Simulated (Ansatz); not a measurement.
# Cu2O (Pn-3m): how the settings move a single-point run

Question: which choices in the input matter for Cu2O (Pn-3m)?

The COD entry's cell or inner coordinates are ideal or old and differ from later refinements, so a difference from it is no clean test against experiment.

Program: Ansatz 0.2.0. Level of theory: reference: DFT PBE, spin-orbit coupling, plane waves, PAW. These are calculated values, not measurements.

1 further run of the same task is left out (it didn't finish). Runs told in other sessions of the task aren't counted.

## 1. The starting structure

The structure is cubic, space group Pn-3m (No. 224). The conventional cell has a = 4.299 Å, b = 4.299 Å, c = 4.299 Å, α = 90.00°, β = 90.00°, γ = 90.00°. Around Cu (site symmetry -3m) lie 2 O at 1.86 Å. O (site symmetry -43m) has 4 Cu at 1.86 Å in its first shell of neighbours.

Coordinates:

```
Cu O
1.0
     4.29862    0.00000    0.00000
     0.00000    4.29862    0.00000
     0.00000    0.00000    4.29862
Cu O
4 2
Direct
  0.25000 0.25000 0.25000
  0.25000 0.75000 0.75000
  0.75000 0.75000 0.25000
  0.75000 0.25000 0.75000
  0.00000 0.00000 0.00000
  0.50000 0.50000 0.50000
```

## 2. Reference

The input, input.yaml:

```yaml
crystal:
  lattice:
    - [4.298620355, 0.0, 0.0]
    - [0.0, 4.298620355, 0.0]
    - [0.0, 0.0, 4.298620355]
  atoms:
    - { symbol: Cu, position: [0.25, 0.25, 0.25] }
    - { symbol: Cu, position: [0.25, 0.75, 0.75] }
    - { symbol: Cu, position: [0.75, 0.75, 0.25] }
    - { symbol: Cu, position: [0.75, 0.25, 0.75] }
    - { symbol: O, position: [0.0, 0.0, 0.0] }
    - { symbol: O, position: [0.5, 0.5, 0.5] }
basis:
  ecutwfc: 420
  ecutrho_ratio: 4
kpoints:
  mp_grid: { grid: [8, 8, 8] }
hamiltonian:
  xc: pbe
scf:
  occupations: { method: gaussian, width: 0.05 }
output:
  forces: true
  stress: true
  eigenvalues: true
  populations: true
magnetization:
  noncollinear: true
  spin_orbit: true
```

The run is started by

```bash
$ ansatz run input.yaml --threads 4 --pin off --max-ram 7168MiB --backend cpu --events-out ev --progress --plain --runs-dir out
```

## 3. Variant: mp_grid.shift [0.5, 0.5, 0.5], preconditioner none

Edit input.yaml of step 2 so:

```diff
@@ -16,3 +16,3 @@
 kpoints:
-  mp_grid: { grid: [8, 8, 8] }
+  mp_grid: { grid: [8, 8, 8], shift: [0.5, 0.5, 0.5] }
 hamiltonian:
@@ -21,2 +21,3 @@
   occupations: { method: gaussian, width: 0.05 }
+  mixing: { preconditioner: none }
 output:
@@ -24,4 +25,2 @@
   stress: true
-  eigenvalues: true
-  populations: true
 magnetization:
```

## 4. Changing settings: hubbard.sites [{species: Cu, l: d, u_eff: 6.0}], hubbard.double_counting fll, accuracy medium

Edit input.yaml of step 2 so:

```diff
@@ -19,2 +19,3 @@
   xc: pbe
+  hubbard: { sites: [{ species: Cu, l: d, u_eff: 6.0 }], double_counting: fll }
 scf:
@@ -24,4 +25,6 @@
   stress: true
-  eigenvalues: true
-  populations: true
+  write_density: true
+  write_potential: true
+  elf: true
+  volumetric_format: npy
 magnetization:
@@ -29 +32,2 @@
   spin_orbit: true
+accuracy: medium
```

## 5. Changing settings: mp_grid.shift [0.5, 0.5, 0.5], occupations.width 0.3

Edit input.yaml of step 2 so:

```diff
@@ -16,3 +16,3 @@
 kpoints:
-  mp_grid: { grid: [8, 8, 8] }
+  mp_grid: { grid: [8, 8, 8], shift: [0.5, 0.5, 0.5] }
 hamiltonian:
@@ -20,3 +20,3 @@
 scf:
-  occupations: { method: gaussian, width: 0.05 }
+  occupations: { method: gaussian, width: 0.3 }
 output:
@@ -24,4 +24,2 @@
   stress: true
-  eigenvalues: true
-  populations: true
 magnetization:
```

## 6. Changing settings: hubbard.sites [{species: Cu, l: d, u_eff: 4.0}], hubbard.double_counting amf

Edit input.yaml of step 2 so:

```diff
@@ -19,2 +19,3 @@
   xc: pbe
+  hubbard: { sites: [{ species: Cu, l: d, u_eff: 4.0 }], double_counting: amf }
 scf:
@@ -24,4 +25,6 @@
   stress: true
-  eigenvalues: true
-  populations: true
+  write_density: true
+  write_potential: true
+  elf: true
+  volumetric_format: npy
 magnetization:
```

## 7. Changed: ecutrho_ratio 12, hubbard.sites [{species: Cu, l: d, u_eff: 4.0}], hubbard.double_counting fll

Edit input.yaml of step 2 so:

```diff
@@ -14,3 +14,3 @@
   ecutwfc: 420
-  ecutrho_ratio: 4
+  ecutrho_ratio: 12
 kpoints:
@@ -19,2 +19,3 @@
   xc: pbe
+  hubbard: { sites: [{ species: Cu, l: d, u_eff: 4.0 }], double_counting: fll }
 scf:
@@ -24,4 +25,2 @@
   stress: true
-  eigenvalues: true
-  populations: true
 magnetization:
```

What does the calculation give? Wanted: for each run, ending; energy change; pressure; gap; force.

**Answer**, as computed:

```csv
run,ending,energy change,pressure (GPa),gap (eV),force (eV/Å),cycles,time
reference,converged,0,0.0,0.39,0.00,10,13 s
"1: mp_grid.shift [0.5, 0.5, 0.5], preconditioner none",converged,0.0 meV/atom,0.0,0.59,0.00,8,5.1 s
"2: hubbard.sites [{species: Cu, l: d, u_eff: 6.0}], hubbard.double_counting fll, accuracy medium",converged,+507.4 meV/atom (Hubbard term changed: no physical gain or loss),3.9,0.76,0.00,9,25 s
"3: mp_grid.shift [0.5, 0.5, 0.5], occupations.width 0.3",converged,+0.3 meV/atom (σ→0),0.0,0.59,0.00,10,5.7 s
"4: hubbard.sites [{species: Cu, l: d, u_eff: 4.0}], hubbard.double_counting amf",converged,-48.5 meV/atom (Hubbard term changed: no physical gain or loss),-0.4,0.47,0.00,10,25 s
"5: ecutrho_ratio 12, hubbard.sites [{species: Cu, l: d, u_eff: 4.0}], hubbard.double_counting fll",converged,+358.0 meV/atom (Hubbard term changed: no physical gain or loss),2.4,0.64,0.00,10,19 s
```

Times don't compare one to one where runs were asked for different outputs or read a saved state (see the inputs); cycles may leave out searches for a lower state.

Residual by cycle in the longest SCF loop of each run; runs are numbered as in the table. The quantity is the density residual dr2, in eV.

```csv
cycle,reference,run 1,run 2,run 3,run 4,run 5
1,1.98,1.98,2.13,1.98,2.04,1.84
2,0.562,0.151,0.28,0.561,0.599,0.347
3,0.232,0.109,0.0482,0.234,0.255,0.0425
4,0.0694,0.363,0.0707,0.0699,0.219,0.0881
5,0.00271,0.00113,0.00313,0.00272,0.00426,0.00238
6,9.2e-4,9.3e-5,2.6e-4,8.8e-4,0.00122,3.8e-4
7,1.5e-4,2.7e-7,4.7e-5,1.4e-4,9.0e-5,7.5e-5
8,1.8e-5,2.4e-9,3.9e-6,1.8e-5,1.9e-5,5.9e-6
9,1.1e-7,-,6.2e-8,1.1e-7,1.2e-7,1.0e-7
10,2.4e-8,-,-,2.5e-8,4.0e-8,9.4e-9
```

What this shows: A changed U is a change of model: its shifts are not errors of convergence.
